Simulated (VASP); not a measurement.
# Mg (P6_3/mmc) in VASP: a series of runs, part 2 of 2

VASP 6.6.1.

### 3 Phonons, PBEsol

POSCAR reads:

```
Mg
1.0
    3.2093000000      0.0000000000      0.0000000000
   -1.6046500000      2.7793353284      0.0000000000
    0.0000000000      0.0000000000      5.2103000000
Mg
2
Direct
    0.6666666667      0.3333333333      0.7500000000
    0.3333333333      0.6666666667      0.2500000000
```

INCAR.step1 reads:

```
SYSTEM = Mg
ALGO = Fast ; EDIFF = 1E-8
EDIFFG = -0.002 ; ENCUT = 600
GGA = PS ; IBRION = 2
ISIF = 3 ; ISMEAR = -1
LASPH = .True. ; LCHARG = .False.
LREAL = .False. ; LWAVE = .False.
NELM = 60 ; NSW = 40
PREC = Accurate ; SIGMA = 0.05
```

INCAR.step2 reads:

```
SYSTEM = Mg
ALGO = Fast ; EDIFF = 1E-8
ENCUT = 600 ; GGA = PS
IBRION = 6 ; ISIF = 2
ISMEAR = -1 ; LASPH = .True.
LCHARG = .False. ; LREAL = .False.
LWAVE = .False. ; NELM = 60
NFREE = 2 ; NSW = 1
POTIM = 0.015 ; PREC = Accurate
SIGMA = 0.05
```

KPOINTS reads:

```
k-points
0
Gamma
  7 7 4
  0 0 0
```

Potentials or basis: VASP PAW PBE potentials, release 64 (Mg).

Started as:

```bash
> cat potpaw_PBE.64/Mg/POTCAR > POTCAR
> cp INCAR.step1 INCAR
> mpirun -np 1 vasp_std > vasp.out
> cp CONTCAR POSCAR
> cp INCAR.step2 INCAR
> mpirun -np 1 vasp_std > vasp.out
```

OUTCAR:

```text
SYSTEM = Mg
   EDIFF = 1E-8
   ENCUT = 600
   GGA = PS
   IBRION = 6
   ISIF = 2
   ISMEAR = -1
   LASPH = .True.
   LREAL = .False.
   NELM = 60
   NFREE = 2
   NSW = 1
   POTIM = 0.015
   PREC = Accurate

 ion  position               nearest neighbor table
   1  0.667  0.333  0.750-   2 3.23   2 3.23   2 3.23   2 3.23   2 3.23   2 3.23
   2  0.333  0.667  0.250-   1 3.23   1 3.23   1 3.23   1 3.23   1 3.23   1 3.23

  LATTYP: Found a hexagonal cell.
 ALAT       =     3.1292732840
 C/A-ratio  =     1.7079719352

  Lattice vectors:

 A1 = (   3.1292732840,   0.0000000000,   0.0000000000)
 A2 = (  -1.5646366420,   2.7100301593,   0.0000000000)
 A3 = (   0.0000000000,   0.0000000000,   5.3447109465)

Analysis of symmetry for initial positions (statically):
=====================================================================
 Subroutine PRICEL returns:
 Original cell was already a primitive cell.

 Routine SETGRP: Setting up the symmetry group for a
 hexagonal supercell.

 Subroutine GETGRP returns: Found 24 space group operations
 (whereof 12 operations were pure point group operations)
 out of a pool of 24 trial point group operations.

The static configuration has the point symmetry D_3d.
 The point group associated with its full space group is D_6h.

Analysis of symmetry for dynamics (positions and initial velocities):
=====================================================================
 Subroutine PRICEL returns:
 Original cell was already a primitive cell.

 Routine SETGRP: Setting up the symmetry group for a
 hexagonal supercell.

 Subroutine GETGRP returns: Found 24 space group operations
[... 316 lines left out ...]
 k-point     1 :       0.0000    0.0000    0.0000
  band No.  band energies     occupation
      1      -4.3264      2.00000
      2       0.7027      2.00000
      3       0.9577      2.00000
      4      14.0452      0.00000
      5      14.2016      0.00000
      6      14.2017      0.00000
[... 199 lines left out ...]
 k-point    24 :       0.2857    0.2857    0.5000
  band No.  band energies     occupation
      1       1.7532      2.00000
      2       1.7986      2.00000
      3       4.1995      0.00000
      4       4.2176      0.00000
      5       5.1777      0.00000
      6       5.1938      0.00000

 [... further k-points ...]
[... 5 lines left out ...]
  --------------------------------------------------------------------------------------
  -------------------------------------------------------------------------------------
  Total       -0.0003205     -0.0003205      0.0002572     -0.0000000      0.0000000      0.0000000
  in kB       -0.0113291     -0.0113291      0.0090911     -0.0000000      0.0000000      0.0000000
  external PRESSURE =      -0.0045224 kB  Pullay stress =       0.0000000 kB
[... 17 lines left out ...]
  FREE ENERGIE OF THE ION-ELECTRON SYSTEM (eV)
  ---------------------------------------------------
  free  energy   TOTEN  =        -3.4824393908 eV

  energy  without entropy=       -3.4754625466  energy(sigma->0) =       -3.47895097

 INTERNAL STRAIN TENSORS FROM DISPLACED ATOMS
 ============================================

 INTERNAL STRAIN TENSOR FOR ION    1 for displacements in x,y,z  (eV/Angst):
          X           Y           Z          XY          YZ          ZX
  --------------------------------------------------------------------------------
  x     0.00000     0.00000     0.00000     0.19366     0.00000     0.00000
  y     0.19366    -0.19366    -0.00000     0.00000     0.00000     0.00000
  z     0.00000    -0.00000     0.00000     0.00000     0.00000     0.00000

 INTERNAL STRAIN TENSOR FOR ION    2 for displacements in x,y,z  (eV/Angst):
          X           Y           Z          XY          YZ          ZX
  --------------------------------------------------------------------------------
  x     0.00000     0.00000     0.00000    -0.19366     0.00000     0.00000
  y    -0.19366     0.19366     0.00000     0.00000     0.00000     0.00000
  z     0.00000     0.00000     0.00000     0.00000     0.00000     0.00000

 Eigenvectors and eigenvalues of the dynamical matrix
 ----------------------------------------------------

   1 f  =    7.311705 THz    45.940799 2PiTHz  243.892234 cm-1    30.238770 meV
             X         Y         Z           dx          dy          dz
      1.564637  0.903343  4.008533    -0.000000    0.000000    0.707107
     -0.000000  1.806687  1.336178     0.000000   -0.000000   -0.707107
[... 11 lines left out ...]
   4 f  =    0.000000 THz     0.000000 2PiTHz    0.000002 cm-1     0.000000 meV
             X         Y         Z           dx          dy          dz
      1.564637  0.903343  4.008533    -0.042498    0.444528   -0.548260
     -0.000000  1.806687  1.336178    -0.042498    0.444528   -0.548260

   5 f/i=    0.000000 THz     0.000000 2PiTHz    0.000002 cm-1     0.000000 meV
             X         Y         Z           dx          dy          dz
      1.564637  0.903343  4.008533     0.586505   -0.283339   -0.275193
     -0.000000  1.806687  1.336178     0.586505   -0.283339   -0.275193

   6 f/i=    0.000000 THz     0.000000 2PiTHz    0.000002 cm-1     0.000000 meV
             X         Y         Z           dx          dy          dz
      1.564637  0.903343  4.008533    -0.392691   -0.471290   -0.351682
     -0.000000  1.806687  1.336178    -0.392691   -0.471290   -0.351682

 ELASTIC MODULI CONTR FROM IONIC RELAXATION (kBar)
 Direction    XX          YY          ZZ          XY          YZ          ZX
 --------------------------------------------------------------------------------
 XX          -2.3656      2.3656      0.0000      0.0000      0.0000      0.0000
 YY           2.3656     -2.3656     -0.0000      0.0000      0.0000      0.0000
 ZZ           0.0000     -0.0000     -0.0000      0.0000      0.0000      0.0000
 XY           0.0000      0.0000      0.0000     -2.3656      0.0000      0.0000
 YZ           0.0000      0.0000      0.0000      0.0000      0.0000      0.0000
 ZX           0.0000      0.0000      0.0000      0.0000      0.0000      0.0000
 --------------------------------------------------------------------------------
```

OUTCAR.step1:

```text
SYSTEM = Mg
   EDIFF = 1E-8
   EDIFFG = -0.002
   ENCUT = 600
   GGA = PS
   IBRION = 2
   ISIF = 3
   ISMEAR = -1
   LASPH = .True.
   LREAL = .False.
   NELM = 60
   NSW = 40
   PREC = Accurate

 ion  position               nearest neighbor table
[... 389 lines left out ...]
 Fermi energy:         2.6643298911

 k-point     1 :       0.0000    0.0000    0.0000
  band No.  band energies     occupation
      1      -4.3262      2.00000
      2       0.7025      2.00000
      3       0.9577      2.00000
      4      14.0450      0.00000
      5      14.2019      0.00000
      6      14.2019      0.00000
[... 234 lines left out ...]
  FREE ENERGIE OF THE ION-ELECTRON SYSTEM (eV)
  ---------------------------------------------------
  free  energy   TOTEN  =        -3.4827570681 eV

  energy  without entropy=       -3.4757996898  energy(sigma->0) =       -3.47927838

 reached required accuracy - stopping structural energy minimisation
```

It took 52 s on 1 thread of Intel Xeon 6975P-C (Granite Rapids), shared host; peak memory 0.21 GiB.

Results:

| Quantity | Value |
| --- | --- |
| Relaxed volume | 22.66 Å³/atom |
| Relaxed cell | a = 3.129 Å, b = 3.129 Å, c = 5.345 Å, α = 90.00°, β = 90.00°, γ = 120.00° |
| Space group after relaxing (to 0.05 Å) | P6_3/mmc (No. 194) |
| Highest phonon frequency at Γ | 244 cm⁻¹ |

Step by step:
| step | energy change (eV) | largest force (eV/Å) | pressure (GPa) | volume (Å³) |
| --- | --- | --- | --- | --- |
| 1 | 0.0000 | 0.0000 | -0.98 | 46.47 |
| 2 | -0.0113 | 0.0000 | -0.25 | 45.52 |
| 3 | -0.0135 | 0.0000 | 0.20 | 45.00 |
| 4 | -0.0138 | 0.0000 | 0.42 | 44.77 |
| 5 | -0.0153 | 0.0000 | 0.14 | 45.12 |
| 6 | -0.0158 | 0.0000 | -0.13 | 45.48 |
| 7 | -0.0158 | 0.0000 | -0.09 | 45.42 |
| 8 | -0.0158 | 0.0000 | -0.09 | 45.43 |
| 9 | -0.0159 | 0.0000 | -0.02 | 45.35 |
| 10 | -0.0159 | 0.0000 | -0.03 | 45.37 |
| 11 | -0.0159 | 0.0000 | 0.00 | 45.33 |

Final structure:
```
Mg
1.0
     3.12927    0.00000    0.00000
    -1.56464    2.71003    0.00000
     0.00000    0.00000    5.34471
Mg
2
Direct
  0.66667 0.33333 0.75000
  0.33333 0.66667 0.25000
```

Phonon frequencies in cm⁻¹ (negative: imaginary):
| q point | frequencies |
| --- | --- |
| (0.000, 0.000, 0.000) | 0 0 0 112 112 244 |

Caveat: the PAW data sets were made with another functional, which shifts forces and pressure a little.

### 4 Elastic constants, PBEsol

POSCAR is that of step 3.

INCAR.step1 reads:

```
SYSTEM = Mg
PREC = Accurate
ENCUT = 600
EDIFF = 1E-8
ISMEAR = -1
SIGMA = 0.05
LREAL = .FALSE.
LASPH = .TRUE.
NELM = 80
ALGO = Normal
ISIF = 3
LWAVE = .FALSE.
LCHARG = .FALSE.
GGA = PS
IBRION = 2
NSW = 40
EDIFFG = -0.002
```

INCAR.step2 reads:

```
SYSTEM = Mg
PREC = Accurate
ENCUT = 600
EDIFF = 1E-8
ISMEAR = -1
SIGMA = 0.05
LREAL = .FALSE.
LASPH = .TRUE.
NELM = 80
ALGO = Normal
ISIF = 3
LWAVE = .FALSE.
LCHARG = .FALSE.
GGA = PS
IBRION = 6
NFREE = 2
POTIM = 0.015
NSW = 1
```

KPOINTS reads:

```
Automatic mesh
0
G
  7 7 4
  0 0 0
```

Started as:

```bash
> cat potpaw_PBE.64/Mg/POTCAR > POTCAR
> cp INCAR.step1 INCAR
> mpirun -np 1 vasp_std > vasp.out
> cp CONTCAR POSCAR
> cp INCAR.step2 INCAR
> mpirun -np 1 vasp_std > vasp.out
```

It took 1.7 min on 1 thread of Intel Xeon 6975P-C (Granite Rapids), shared host; peak memory 0.23 GiB.

It converged, with:

```
Relaxed volume                         : 22.66 Å³/atom
Relaxed cell                           : a = 3.129 Å, b = 3.129 Å, c = 5.345 Å, α = 90.00°, β = 90.00°, γ = 120.00°
Space group after relaxing (to 0.05 Å) : P6_3/mmc (No. 194)
Voigt bulk modulus                     : 38 GPa
Highest phonon frequency at Γ          : 244 cm⁻¹
```

Step by step:
| step | energy change (eV) | largest force (eV/Å) | pressure (GPa) | volume (Å³) |
| --- | --- | --- | --- | --- |
| 1 | 0.0000 | 0.0000 | -0.98 | 46.47 |
| 2 | -0.0113 | 0.0000 | -0.25 | 45.52 |
| 3 | -0.0135 | 0.0000 | 0.20 | 45.00 |
| 4 | -0.0138 | 0.0000 | 0.42 | 44.77 |
| 5 | -0.0153 | 0.0000 | 0.14 | 45.12 |
| 6 | -0.0158 | 0.0000 | -0.13 | 45.48 |
| 7 | -0.0158 | 0.0000 | -0.09 | 45.42 |
| 8 | -0.0158 | 0.0000 | -0.09 | 45.43 |
| 9 | -0.0159 | 0.0000 | -0.02 | 45.35 |
| 10 | -0.0159 | 0.0000 | -0.03 | 45.37 |
| 11 | -0.0159 | 0.0000 | 0.00 | 45.33 |

Final structure:
```
Mg
1.0
     3.12927    0.00000    0.00000
    -1.56464    2.71003    0.00000
     0.00000    0.00000    5.34471
Mg
2
Direct
  0.66667 0.33333 0.75000
  0.33333 0.66667 0.25000
```

Phonon frequencies in cm⁻¹ (negative: imaginary):
```
              q point        frequencies
(0.000, 0.000, 0.000)  0 0 0 112 112 244
```

Elastic tensor in Voigt notation (GPa, in the Cartesian axes of the cell as first typed):
```
67 45  8  0  0  0
45 67  8  0  0  0
 8  8 84  0  0  0
 0  0  0  9  0  0
 0  0  0  0  9  0
 0  0  0  0  0 11
```

Clamped-ion elastic tensor (GPa):
```
68 45  8  0  0  0
45 68  8  0  0  0
 8  8 84  0  0  0
 0  0  0  9  0  0
 0  0  0  0  9  0
 0  0  0  0  0 11
```

Caveat: the PAW data sets were made with another functional, which shifts forces and pressure a little.

### 5 Band structure, PBE

POSCAR is that of step 4.

INCAR.step1 reads:

```
SYSTEM = Mg
PREC     = Accurate       ! precision mode
ENCUT    = 520            ! plane-wave cutoff, eV
EDIFF    = 1E-6           ! SCF threshold, eV
ISMEAR   = -1             ! smearing method
SIGMA    = 0.05           ! smearing width, eV
LREAL    = .False.        ! projectors in reciprocal space
LASPH    = .True.         ! aspherical terms in the spheres
NELM     = 100            ! most SCF steps
ALGO     = Normal         ! electronic algorithm
ISIF     = 2              ! what is computed and relaxed
LWAVE    = .False.        ! write WAVECAR
LCHARG   = .True.         ! write CHGCAR
GGA      = PE             ! functional
NBANDS   = 9              ! bands
```

KPOINTS.step1 reads:

```
Automatic mesh
0
Gamma
  10 10 5
  0 0 0
```

INCAR.step2 reads:

```
SYSTEM = Mg
PREC     = Accurate       ! precision mode
ENCUT    = 520            ! plane-wave cutoff, eV
EDIFF    = 1E-6           ! SCF threshold, eV
ISMEAR   = 0              ! smearing method
SIGMA    = 0.05           ! smearing width, eV
LREAL    = .False.        ! projectors in reciprocal space
LASPH    = .True.         ! aspherical terms in the spheres
NELM     = 100            ! most SCF steps
ALGO     = Normal         ! electronic algorithm
ISIF     = 2              ! what is computed and relaxed
LWAVE    = .False.        ! write WAVECAR
LCHARG   = .False.        ! write CHGCAR
GGA      = PE             ! functional
NBANDS   = 9              ! bands
ICHARG   = 11             ! starting density
```

KPOINTS.step2 reads:

```
path GMKGALHA,LM,KH
20
line-mode
reciprocal
 0.0000000000  0.0000000000  0.0000000000  G
 0.5000000000  0.0000000000  0.0000000000  M

 0.5000000000  0.0000000000  0.0000000000  M
 0.3333333333  0.3333333333  0.0000000000  K

 0.3333333333  0.3333333333  0.0000000000  K
 0.0000000000  0.0000000000  0.0000000000  G

 0.0000000000  0.0000000000  0.0000000000  G
 0.0000000000  0.0000000000  0.5000000000  A

 0.0000000000  0.0000000000  0.5000000000  A
 0.5000000000  0.0000000000  0.5000000000  L

 0.5000000000  0.0000000000  0.5000000000  L
 0.3333333333  0.3333333333  0.5000000000  H

 0.3333333333  0.3333333333  0.5000000000  H
 0.0000000000  0.0000000000  0.5000000000  A

 0.5000000000  0.0000000000  0.5000000000  L
 0.5000000000  0.0000000000  0.0000000000  M

 0.3333333333  0.3333333333  0.0000000000  K
 0.3333333333  0.3333333333  0.5000000000  H
```

Started as:

```bash
> cat potpaw_PBE.64/Mg/POTCAR > POTCAR
> cp INCAR.step1 INCAR
> cp KPOINTS.step1 KPOINTS
> mpirun -np 1 vasp_std > vasp.out
> cp INCAR.step2 INCAR
> cp KPOINTS.step2 KPOINTS
> mpirun -np 1 vasp_std > vasp.out
```

Run time: 31 s. Hardware: 1 thread of Intel Xeon Platinum 8259CL at 2.50GHz (Skylake/Cascade Lake), shared host; peak memory 0.2 GiB.

Results (log left out):

```yaml
Band_gap_along_the_path: none (metal or under the smearing width)
```

Levels at the corners of the path, in eV from the Fermi level:
```tsv
point	band 1	band 2	band 3	band 4	band 5	band 6	band 7
Γ	-6.91	-1.69	-1.27	10.84	10.84	10.93	10.93
M	-2.15	-2.15	2.62	2.99	3.22	3.63	6.79
M	-2.15	-2.15	2.62	2.99	3.22	3.63	6.79
K	-0.63	-0.62	-0.62	4.08	4.08	4.26	4.81
K	-0.63	-0.62	-0.62	4.08	4.08	4.26	4.81
Γ	-6.91	-1.69	-1.27	10.84	10.84	10.93	10.93
Γ	-6.91	-1.69	-1.27	10.84	10.84	10.93	10.93
A	-5.53	-5.53	4.97	4.97	11.59	11.59	11.59
A	-5.53	-5.53	4.97	4.97	11.59	11.59	11.59
L	-1.11	-1.11	-0.47	-0.47	7.96	7.96	7.97
L	-1.11	-1.11	-0.47	-0.47	7.96	7.96	7.97
H	0.18	0.18	0.65	0.65	1.49	1.49	10.77
H	0.18	0.18	0.65	0.65	1.49	1.49	10.77
A	-5.53	-5.53	4.97	4.97	11.59	11.59	11.59
L	-1.11	-1.11	-0.47	-0.47	7.96	7.96	7.97
M	-2.15	-2.15	2.62	2.99	3.22	3.63	6.79
K	-0.63	-0.62	-0.62	4.08	4.08	4.26	4.81
H	0.18	0.18	0.65	0.65	1.49	1.49	10.77
```

Caveat: the log is that of the step along the path at fixed density, whose energy, stress, charges and moments have no meaning.

### 6 The reference run

An earlier run on the cell as given: functional PBE; potentials or basis VASP PAW PBE potentials, release 64 (Mg); cutoff 520 eV; k mesh 10 × 10 × 5; occupations fermi-dirac, width 0.05 eV; no spin polarisation.

* Pressure: -0.5 GPa
* Band gap on the k mesh: none (metal or under the smearing width)
